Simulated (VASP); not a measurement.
Here is a VASP 6.6.1 calculation.

Contents of INCAR:

```
SYSTEM = TiSi2
PREC = Accurate ; ENCUT = 600
EDIFF = 1E-7 ; ISMEAR = -1
SIGMA = 0.05 ; LREAL = .FALSE.
LASPH = .TRUE. ; NELM = 80
ALGO = Normal ; ISIF = 3
LWAVE = .FALSE. ; LCHARG = .FALSE.
GGA = PS ; IBRION = 2
NSW = 60 ; EDIFFG = -0.01
```

The input KPOINTS:

```
regular mesh
0
G
  5 5 5
  0 0 0
```

The input POSCAR:

```
TiSi2
1.0
    0.0000000000      4.1175163063      4.2628978354
    2.3895119538      0.0000000000      4.2628978354
    2.3895119538      4.1175163063      0.0000000000
Ti Si
2 4
Direct
    0.7500000000      0.7500000000      0.7500000000
    0.5000000000      0.5000000000      0.5000000000
    0.4125656100      0.0874343900      0.4125656100
    0.0874343900      0.4125656100      0.0874343900
    0.1625656100      0.8374343900      0.1625656100
    0.8374343900      0.1625656100      0.8374343900
```

Potentials or basis: VASP PAW PBE potentials, release 64 (Ti_sv, Si).

Run with:

```console
$ cat potpaw_PBE.64/Ti_sv/POTCAR potpaw_PBE.64/Si/POTCAR > POTCAR
$ mpirun -np 1 vasp_std > vasp.out
```

Q: Predict the relaxed cell.

A: a = 5.906 Å, b = 4.885 Å, c = 4.722 Å, α = 75.86°, β = 53.32°, γ = 50.82°.

Q: Estimate the band gap on the k mesh.

A: None (metal or under the smearing width).

Final structure:
```cif
data_structure
_symmetry_space_group_name_H-M 'P 1'
_symmetry_Int_Tables_number 1
_cell_length_a 5.9064
_cell_length_b 4.8849
_cell_length_c 4.7218
_cell_angle_alpha 75.856
_cell_angle_beta 53.319
_cell_angle_gamma 50.824
_cell_volume 82.74
loop_
_atom_site_label
_atom_site_type_symbol
_atom_site_fract_x
_atom_site_fract_y
_atom_site_fract_z
_atom_site_occupancy
Ti1 Ti 0.75000 0.75000 0.75000 1
Ti2 Ti 0.50000 0.50000 0.50000 1
Si1 Si 0.41254 0.08746 0.41254 1
Si2 Si 0.08746 0.41254 0.08746 1
Si3 Si 0.16254 0.83746 0.16254 1
Si4 Si 0.83746 0.16254 0.83746 1
```
